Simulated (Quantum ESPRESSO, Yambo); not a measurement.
Planning a run of Yambo 5.3.0 on BAs (F-43m). The input:

```
HF_and_locXC
gw0
dyson
ppa
em1d
rim_cut
RandQpts= 1000000
RandGvec= 1 RL
EXXRLvcs= 100 Ry
VXCRLvcs= 400 Ry
Chimod= "HARTREE"
% BndsRnXp
 1 | 94 |
%
NGsBlkXp= 6.5 Ry
% LongDrXp
 1 | 1 | 1 |
%
% GbndRnge
 1 | 94 |
%
DysSolver= "n"
ExtendOut
PPAPntXp= 27.21138 eV
% QPkrange
 1 | 1 | 12 | 15 |
 7 | 7 | 12 | 15 |
%
```

```sh
OMP_NUM_THREADS=1 mpirun -n 4 yambo -F gw7.in -J gw7 -C gw7 > gw7.log
```

The stored states that it reads are on a 4×4×4 mesh. It takes space group F-43m (No. 216, cubic). Conventional cell: a = 4.777 Å, b = 4.777 Å, c = 4.777 Å, α = 90.00°, β = 90.00°, γ = 90.00°. Nearest to B lie 4 As at 2.07 Å. As has 4 B at 2.07 Å nearest. Farther neighbours are not listed.

Estimate wall time and host memory on 4 MPI ranks of Arm Neoverse V1, shared host.

It took 34 s; on shared hardware allow 17 s to 68 s. Peak host memory was 1.4 GiB.

The screening grows as filled bands × empty bands × pairs of k points, times the square of the screening basis for the matrix.

[Paths, hosts, dates, memory and timing lines, banners, echoed tables and standing remarks are left out of the program output.]

[Logs are printed without paths, hosts, clocks, repeated set-up lines and the standing remarks that a program may print on its own settings, such as how far it seeks lower states.]

[Runs of the session that timed out or met a known fault of the program may be left out.]

[Hosts, paths, dates, database ids (printed as entryN), source tags and the programs' standing remarks are cut or masked in the printed files.]
